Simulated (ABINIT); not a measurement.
Zn: band structure with BLYP

The system is Zn.

```
Zn
1.0
    -1.56904    1.56904    1.56904
     1.56904   -1.56904    1.56904
     1.56904    1.56904   -1.56904
Zn
1
Direct
  0.00000 0.00000 0.00000
```

This isn't the form of Zn at room conditions, which is hcp.

```json
{
 "Program": "ABINIT 10.8.3 (patched build)",
 "Task": "band structure",
 "Functional": "BLYP",
 "Potentials or basis": "JTH PAW PBE v2.0",
 "Cutoff": "707 eV",
 "k mesh": "12 × 12 × 12",
 "Occupations": "fermi-dirac, width 0.05 eV",
 "Spin": "no spin polarisation",
 "Fine-grid cutoff": "1306.15 eV"
}
```

The pressure is 6.1 GPa. The band gap on the k mesh is none (metal or under the smearing width) and the valence electrons inside the program's atomic spheres are Zn 10.76 (radii [1.2212] Å).

Levels at the corners of the path, in eV from the Fermi level:
```csv
point,band 2,band 3,band 4,band 5,band 6,band 7,band 8,band 9,band 10,band 11
Γ,-7.87,-7.87,-7.87,-7.37,-7.37,18.55,18.55,18.55,20.84,20.84
H,-8.38,-7.12,-7.12,-7.12,4.18,4.18,4.18,7.03,8.90,8.90
N,-8.16,-7.40,-7.35,-7.04,-2.47,-1.08,11.06,12.69,15.42,16.73
Γ,-7.87,-7.87,-7.87,-7.37,-7.37,18.55,18.55,18.55,20.84,20.84
P,-7.96,-7.96,-7.34,-7.34,1.60,2.44,2.44,2.44,31.29,31.29
H,-8.38,-7.12,-7.12,-7.12,4.18,4.18,4.18,7.03,8.90,8.90
```

Wall time 39 s on 1 thread of Arm Neoverse V1 (shared host), peak memory 0.11 GiB.

Caveat: the PAW data sets were made with another functional, which shifts forces and pressure a little.
